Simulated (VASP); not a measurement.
# Ag (Im-3m) in VASP: notebook

Aim: see how the results for Ag move with the level of theory and the settings. Levels: r2SCAN, PBE. Tasks: single point.

Everything below comes from runs of VASP 6.6.1. Logs are shortened: lines on timing, memory, paths and dates and some standing lists are left out, and cuts for length are marked.

## (1) The structure

Symmetry: Im-3m, No. 229, cubic system. Conventional cell: a = 3.269 Å, b = 3.269 Å, c = 3.269 Å, α = 90.00°, β = 90.00°, γ = 90.00°. Ag (site symmetry m-3m) is surrounded by 8 Ag at 2.83 Å.

The cell was built by a generator and needn't be a form met in nature.

## (2) Single point, r2SCAN

The input, POSCAR:

```
Ag
1.0
   -1.6344713994      1.6344713994      1.6344713994
    1.6344713994     -1.6344713994      1.6344713994
    1.6344713994      1.6344713994     -1.6344713994
Ag
1
Direct
    0.0000000000      0.0000000000      0.0000000000
```

The input, INCAR.step1:

```
SYSTEM = Ag
PREC = Accurate
ENCUT = 520
ISMEAR = -5
SIGMA = 0.05
LREAL = .False.
LASPH = .True.
NELM = 80
LMAXMIX = 4
NBANDS = 12
GGA = PE
ALGO = Normal
EDIFF = 1E-4
LWAVE = .True.
LCHARG = .False.
```

The input, INCAR.step2:

```
SYSTEM = Ag
PREC = Accurate
ENCUT = 520
EDIFF = 1E-7
ISMEAR = 0
SIGMA = 0.05
LREAL = .False.
LASPH = .True.
NELM = 80
ALGO = Normal
ISIF = 2
LWAVE = .False.
LCHARG = .False.
LMAXMIX = 4
METAGGA = R2SCAN
LMIXTAU = .True.
LORBIT = 10
NBANDS = 12
ISTART = 1
```

The input, KPOINTS:

```
Automatic mesh
0
Gamma
  18 18 18
  0 0 0
```

Potentials or basis: VASP PAW PBE potentials, release 64 (Ag).

Started as:

```sh
> cat potpaw_PBE.64/Ag/POTCAR > POTCAR
> cp INCAR.step1 INCAR
> mpirun -np 1 vasp_std > vasp.out
> cp INCAR.step2 INCAR
> mpirun -np 1 vasp_std > vasp.out
```

OUTCAR:

```text
SYSTEM = Ag
   PREC = Accurate
   ENCUT = 520
   EDIFF = 1E-7
   ISMEAR = 0
   LREAL = .False.
   LASPH = .True.
   NELM = 80
   ISIF = 2
   METAGGA = R2SCAN
   LORBIT = 10
   ISTART = 1

 ion  position               nearest neighbor table
   1  0.000  0.000  0.000-

  LATTYP: Found a body centered cubic cell.
 ALAT       =     3.2689427988

  Lattice vectors:

 A1 = (  -1.6344713994,   1.6344713994,   1.6344713994)
 A2 = (   1.6344713994,  -1.6344713994,   1.6344713994)
 A3 = (   1.6344713994,   1.6344713994,  -1.6344713994)

Analysis of symmetry for initial positions (statically):
=====================================================================
 Subroutine PRICEL returns:
 Original cell was already a primitive cell.

 Routine SETGRP: Setting up the symmetry group for a
 body centered cubic supercell.

 Subroutine GETGRP returns: Found 48 space group operations
 (whereof 48 operations were pure point group operations)
 out of a pool of 48 trial point group operations.

The static configuration has the point symmetry O_h .

Analysis of symmetry for dynamics (positions and initial velocities):
=====================================================================
 Subroutine PRICEL returns:
 Original cell was already a primitive cell.

 Routine SETGRP: Setting up the symmetry group for a
 body centered cubic supercell.

 Subroutine GETGRP returns: Found 48 space group operations
 (whereof 48 operations were pure point group operations)
 out of a pool of 48 trial point group operations.

The dynamic configuration has the point symmetry O_h .

 Subroutine INISYM returns: Found 48 space group operations
 (whereof 48 operations are pure point group operations),
 and found     1 'primitive' translations

----------------------------------------------------------------------------------------

                                     Primitive cell

  volume of cell :      17.4659

  direct lattice vectors                    reciprocal lattice vectors
    -1.634471399  1.634471399  1.634471399     0.000000000  0.305909299  0.305909299
     1.634471399 -1.634471399  1.634471399     0.305909299  0.000000000  0.305909299
     1.634471399  1.634471399 -1.634471399     0.305909299  0.305909299  0.000000000

  length of vectors
     2.830987507  2.830987507  2.830987507     0.432621079  0.432621079  0.432621079

  position of ions in fractional coordinates (direct lattice)
     0.000000000  0.000000000  0.000000000

  ion indices of the primitive-cell ions
   primitive index   ion index
                 1           1

----------------------------------------------------------------------------------------

 KPOINTS: Automatic mesh

Automatic generation of k-mesh.
 Grid dimensions read from file:
 generate k-points for:   18   18   18

 Generating k-lattice:

  Cartesian coordinates                     Fractional coordinates (reciprocal lattice)
     0.000000000  0.016994961  0.016994961     0.055555556  0.000000000  0.000000000
     0.016994961  0.000000000  0.016994961     0.000000000  0.055555556  0.000000000
     0.016994961  0.016994961  0.000000000     0.000000000  0.000000000  0.055555556

  Length of vectors
     0.024034504  0.024034504  0.024034504

  Shift w.r.t. Gamma in fractional coordinates (k-lattice)
     0.000000000  0.000000000  0.000000000

 Subroutine IBZKPT returns following result:
 ===========================================

 Found    195 irreducible k-points:

 Following reciprocal coordinates:
            Coordinates               Weight
  0.000000  0.000000  0.000000      1.000000
  0.055556  0.000000  0.000000     12.000000
  0.111111  0.000000  0.000000     12.000000
  0.166667  0.000000  0.000000     12.000000
  0.222222  0.000000  0.000000     12.000000
  0.277778  0.000000  0.000000     12.000000
[... 16 lines left out ...]
  0.333333  0.111111 -0.000000     48.000000
  0.388889  0.111111  0.000000     48.000000
 [... further k-points ...]
   k-points           NKPTS =    195   k-points in BZ     NKDIM =    195   number of bands    NBANDS=     12
   number of dos      NEDOS =    301   number of ions     NIONS =      1
   total plane-waves  NPLWV =  13824
   dimension x,y,z NGX =    24 NGY =   24 NGZ =   24
   dimension x,y,z NGXF=    48 NGYF=   48 NGZF=   48
   ions per type =               1
   NGX,Y,Z   is equivalent  to a cutoff of  14.09, 14.09, 14.09 a.u.
   NGXF,Y,Z  is equivalent  to a cutoff of  28.19, 28.19, 28.19 a.u.
 SYSTEM =  Ag
   PREC   = accura    normal or accurate (medium, high low for compatibility)
   ISTART =      1    job   : 0-new  1-cont  2-samecut
   ICHARG =      0    charge: 1-file 2-atom 10-const
   ISPIN  =      1    spin polarized calculation?
   LNONCOLLINEAR =      F non collinear calculations
   LSORBIT =      F    spin-orbit coupling
   LASPH  =      T    aspherical Exc in radial PAW
   ENCUT  =  520.0 eV  38.22 Ry    6.18 a.u.   5.26  5.26  5.26*2*pi/ulx,y,z
   NELM   =     80;   NELMIN=  2; NELMDL=  0     # of ELM steps
   EDIFF  = 0.1E-06   stopping-criterion for ELM
   LREAL  =      F    real-space projection
   EDIFFG = 0.1E-05   stopping-criterion for IOM
   NSW    =      0    number of steps for IOM
   IBRION =     -1    ionic relax: 0-MD 1-quasi-New 2-CG
   NFREE  =      0    steps in history (QN), initial steepest desc. (CG)
   ISIF   =      2    stress and relaxation
   ISYM   =      2    0-nonsym 1-usesym 2-fastsym
   POTIM  = 0.5000    time-step for ionic-motion
   TEBEG  =    0.0;   TEEND  =   0.0 temperature during run
   PSTRESS=    0.0 pullay stress
   NELECT =      11.0000    total number of electrons
   NUPDOWN=      -1.0000    fix difference up-down
   EMIN   =  10.00;   EMAX   =-10.00  energy-range for DOS
   EFERMI =   0.00;   METHOD = LEGACY
   ISMEAR =     0;   SIGMA  =   0.05  broadening in eV -4-tet -1-fermi 0-gaus
   EFERMI_NEDOS =   21; number of points for ismear=-14 and -15
   IALGO  =     38    algorithm
   IMIX   =      4    mixing-type and parameters
     AMIX     =   0.40;   BMIX     =  1.00
     AMIX_MAG =   1.60;   BMIX_MAG =  1.00
  volume/ion in A,a.u.               =      17.47       117.87
  Fermi-wavevector in a.u.,A,eV,Ry     =   1.403272  2.651799 26.792201  1.969171
  Thomas-Fermi vector in A             =   2.525950
   LORBIT       =     10    0 simple, 1 ext, 2 COOP (PROOUT), +10 PAW based schemes
   METAGGA = R2SCAN    functional components
   LHFCALC =     F    Hartree Fock is set to
   AEXX    =    0.0000 exact exchange contribution
   IVDW    =     0    specifies the selected vdW correction
   LEPSILON=     F    determine dielectric tensor
   LRPA    =     F    only Hartree local field effects (RPA)
 non-spin polarized calculation
 Gauss-broadening in eV      SIGMA  =   0.05
  energy-cutoff  :      520.00
  volume of cell :       17.47
 maximum number of plane-waves:       480
 NGX is ok and might be reduce to    24

 number of electron      11.0000003 magnetization

 Free energy of the ion-electron system (eV)
  ---------------------------------------------------
  ext. energy  EPLUGINS =         0.00000000
  ---------------------------------------------------
  free energy    TOTEN  =       -21.31964565 eV

  energy without entropy =      -21.31911493  energy(sigma->0) =      -21.31938029

 E-fermi :   8.1224     XC(G=0): -12.7964

 val. band max:        8.0927549008   @ k =   0.3889   0.0556   0.0556
 cond. band min:       8.1337565318   @ k =  -0.3889   0.4444   0.1111
 fundamental gap:      0.0410016311
 Fermi energy:         8.1223750422

 k-point     1 :       0.0000    0.0000    0.0000
  band No.  band energies     occupation
      1       0.3399      2.00000
      2       2.9431      2.00000
      3       2.9431      2.00000
      4       2.9431      2.00000
      5       4.2471      2.00000
      6       4.2471      2.00000
      7      26.7353      0.00000
      8      26.7353      0.00000
      9      26.7353      0.00000
     10      32.8395      0.00000
     11      32.8395      0.00000
     12      32.8395      0.00000

 k-point     2 :       0.0556    0.0000    0.0000
  band No.  band energies     occupation
      1       0.4437      2.00000
      2       2.9183      2.00000
      3       2.9476      2.00000
      4       3.0012      2.00000
      5       4.2198      2.00000
      6       4.2488      2.00000
      7      26.4538      0.00000
      8      26.7004      0.00000
      9      26.7997      0.00000
     10      31.4054      0.00000
     11      31.5648      0.00000
     12      32.1323      0.00000

 k-point     3 :       0.1111    0.0000    0.0000
  band No.  band energies     occupation
      1       0.7426      2.00000
      2       2.8476      2.00000
      3       2.9642      2.00000
      4       3.1713      2.00000
      5       4.1527      2.00000
      6       4.2542      2.00000
      7      25.4746      0.00000
      8      26.4557      0.00000
      9      26.9811      0.00000
     10      30.2290      0.00000
     11      30.4510      0.00000
     12      30.6948      0.00000

 k-point     4 :       0.1667    0.0000    0.0000
  band No.  band energies     occupation
      1       1.1829      2.00000
      2       2.7412      2.00000
      3       3.0240      2.00000
      4       3.4413      2.00000
      5       4.0829      2.00000
      6       4.2644      2.00000
      7      23.7303      0.00000
      8      25.7843      0.00000
      9      27.2475      0.00000
     10      29.0907      0.00000
     11      29.4917      0.00000
     12      30.3407      0.00000

 k-point     5 :       0.2222    0.0000    0.0000
  band No.  band energies     occupation
      1       1.6041      2.00000
      2       2.6134      2.00000
      3       3.2673      2.00000
      4       3.7892      2.00000
      5       4.0471      2.00000
      6       4.2797      2.00000
      7      21.5512      0.00000
      8      24.8349      0.00000
      9      27.5090      0.00000
     10      27.5542      0.00000
     11      29.2279      0.00000
     12      30.9524      0.00000
[... 228 lines left out ...]
      1       1.9829      2.00000
      2       2.5427      2.00000
      3       3.2894      2.00000
      4       3.9896      2.00000
      5       4.3377      2.00000
      6       4.9536      2.00000
      7      19.4457      0.00000
      8      22.1885      0.00000
      9      24.8009      0.00000
     10      28.1191      0.00000
     11      31.4500      0.00000
     12      31.8055      0.00000

 k-point    22 :       0.2778    0.1111    0.0000
  band No.  band energies     occupation
      1       1.9211      2.00000
      2       2.4193      2.00000
      3       3.7457      2.00000
      4       4.0574      2.00000
      5       4.4263      2.00000
      6       5.8651      2.00000
      7      17.1846      0.00000
      8      21.4489      0.00000
      9      23.8628      0.00000
     10      28.4018      0.00000
     11      31.7215      0.00000
     12      32.1858      0.00000

 k-point    23 :       0.3333    0.1111   -0.0000
  band No.  band energies     occupation
      1       1.8102      2.00000
      2       2.3254      2.00000
      3       3.9912      2.00000
      4       4.1618      2.00000
      5       4.6065      2.00000
      6       7.0249      2.00000
      7      15.0672      0.00000
      8      20.8624      0.00000
      9      23.1406      0.00000
     10      28.6331      0.00000
     11      31.6942      0.00000
     12      32.6900      0.00000

 k-point    24 :       0.3889    0.1111    0.0000
  band No.  band energies     occupation
      1       1.7234      2.00000
      2       2.2670      2.00000
      3       4.0936      2.00000
      4       4.1932      2.00000
      5       4.8224      2.00000
      6       8.2806      0.00001
      7      13.2468      0.00000
      8      20.4801      0.00000
      9      22.6866      0.00000
     10      28.7876      0.00000
     11      31.7212      0.00000
     12      32.8415      0.00000

 [... further k-points ...]

------------------------ aborting loop because EDIFF is reached ----------------------------------------

  FORCE on cell =-STRESS in cart. coord.  units (eV):
  Direction    XX          YY          ZZ          XY          YZ          ZX
  --------------------------------------------------------------------------------------
  -------------------------------------------------------------------------------------
  Total        0.0163474      0.0163474      0.0163474      0.0000000      0.0000000      0.0000000
  in kB        1.4995691      1.4995691      1.4995691      0.0000000      0.0000000      0.0000000
  external PRESSURE =       1.4995691 kB  Pullay stress =       0.0000000 kB

 VOLUME and BASIS-vectors are now :
 -----------------------------------------------------------------------------
  energy-cutoff  :      520.00
  volume of cell :       17.47
      direct lattice vectors                 reciprocal lattice vectors
    -1.634471399  1.634471399  1.634471399     0.000000000  0.305909299  0.305909299
     1.634471399 -1.634471399  1.634471399     0.305909299  0.000000000  0.305909299
     1.634471399  1.634471399 -1.634471399     0.305909299  0.305909299  0.000000000

 POSITION                                       TOTAL-FORCE (eV/Angst)
 -----------------------------------------------------------------------------------
      0.00000      0.00000      0.00000        -0.000000      0.000000     -0.000000
 -----------------------------------------------------------------------------------
    total drift:                                0.000000      0.000000     -0.000000

  FREE ENERGIE OF THE ION-ELECTRON SYSTEM (eV)
  ---------------------------------------------------
  free  energy   TOTEN  =       -21.3196456507 eV

  energy  without entropy=      -21.3191149332  energy(sigma->0) =      -21.31938029

 total charge

# of ion       s       p       d       tot
------------------------------------------
    1        0.441   0.280   9.185   9.906
```

It took 47 s on 1 thread of Intel Xeon 6975P-C (Granite Rapids), shared host; peak memory 0.18 GiB.

What came out:

| Item | Value |
| --- | --- |
| Free energy | -21.3196 eV |
| Pressure | 0.1 GPa |
| Band gap on the k mesh | none (metal or under the smearing width) |
| Valence electrons inside the program's atomic spheres | Ag 9.91 |

Caveat: the PAW data sets were made with another functional, which shifts forces and pressure a little.

## (3) Single point, PBE

This run uses another cell than the first one, of 17.10 Å³/atom, 0.979 times its volume.

The input, INCAR:

```
SYSTEM = Ag
  PREC = Accurate
  ENCUT = 520
  EDIFF = 1E-7
  ISMEAR = 0
  SIGMA = 0.05
  LREAL = .FALSE.
  LASPH = .TRUE.
  NELM = 100
  ALGO = Normal
  ISIF = 2
  LWAVE = .FALSE.
  LCHARG = .TRUE.
  GGA = PE
  LELF = .TRUE.
  LVHAR = .TRUE.
  NBANDS = 12
```

The input, KPOINTS:

```
regular mesh
0
G
  8 8 8
  0 0 0
```

The input, POSCAR:

```
Ag
1.0
   -1.6231181371      1.6231181371      1.6231181371
    1.6231181371     -1.6231181371      1.6231181371
    1.6231181371      1.6231181371     -1.6231181371
Ag
1
Direct
    0.0000000000      0.0000000000      0.0000000000
```

Potentials or basis: VASP PAW PBE potentials, release 64 (Ag).

Started as:

```sh
> cat potpaw_PBE.64/Ag/POTCAR > POTCAR
> mpirun -np 1 vasp_std > vasp.out
```

Run time: 2.9 s. Hardware: 1 thread of Intel Xeon 6975P-C (Granite Rapids), shared host; peak memory 0.14 GiB.

The run converged. Its results:

- Free energy: -2.6239 eV
- Pressure: 4.9 GPa
- Band gap on the k mesh: none (metal or under the smearing width)

Levels at points of the mesh, in eV from the Fermi level:
```csv
k point,band 3,band 4,band 5,band 6,band 7,band 8,band 9,band 10
"(0.00, 0.00, 0.00)",-5.08,-5.08,-3.76,-3.76,17.81,17.81,17.81,24.10
"(0.50, 0.00, 0.00)",-3.81,-3.63,-2.75,-0.22,3.98,13.18,14.33,19.83
"(0.50, 0.50, 0.50)",-2.99,-2.99,-2.99,6.75,6.75,6.75,12.66,13.36
```

(Part 1 of 2 ends here.)
